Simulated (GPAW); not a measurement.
A run of GPAW 26.7.0 is set up as follows.

run.py

```python
from ase import Atoms
from ase.eos import EquationOfState
from ase.io import Trajectory
from ase.units import GPa
from gpaw import GPAW, PW, setup_paths

setup_paths.insert(0, '.')

atoms = Atoms(['Pb', 'Te'],
              cell=[[0.0, 3.231, 3.231],
                    [3.231, 0.0, 3.231],
                    [3.231, 3.231, 0.0]],
              scaled_positions=[[0.0, 0.0, 0.0],
                                [0.5, 0.5, 0.5]],
              pbc=True)

traj = Trajectory('eos.traj', 'w')
volumes, energies = [], []
for x in [0.94, 0.96, 0.98, 1.0, 1.02, 1.04, 1.06]:
    a = atoms.copy()
    a.set_cell(atoms.cell * x**(1 / 3), scale_atoms=True)
    calc = GPAW(mode=PW(600),
                xc='PBEsol',
                kpts={'size': (7, 7, 7), 'gamma': True},
                occupations={'name': 'fermi-dirac', 'width': 0.05},
                nbands=19,
                convergence={'density': 1e-05, 'energy': 1e-05},
                maxiter=150,
                txt=f'eos-{x:.2f}.txt')
    a.calc = calc
    energies.append(a.get_potential_energy(force_consistent=True))
    volumes.append(a.get_volume())
    p = -a.get_stress()[:3].mean() / GPa
    calc.write(f'eos-{x:.2f}.gpw')
    traj.write(a)
    print(f'{x:.2f} {volumes[-1]:10.4f} A^3 {energies[-1]:14.6f} eV {p:9.3f} GPa', flush=True)

v0, e0, B = EquationOfState(volumes, energies, eos='birchmurnaghan').fit()
print(f'V0 = {v0:.4f} A^3, E0 = {e0:.6f} eV, B0 = {B / GPa:.2f} GPa')
```

Potentials or basis: PAW data sets generated in the run's folder for this functional, pw.

Run with:

```bash
$ gpaw-setup -f PBEsol Pb Te
$ OMP_NUM_THREADS=1 python run.py
```

(1) What does it give for the pressure derivative of the bulk modulus?

(2) Predict the bulk modulus.

(3) Estimate the equilibrium volume.

Answers

(1) 4.5.

(2) 45 GPa.

(3) 33.20 Å³/atom.
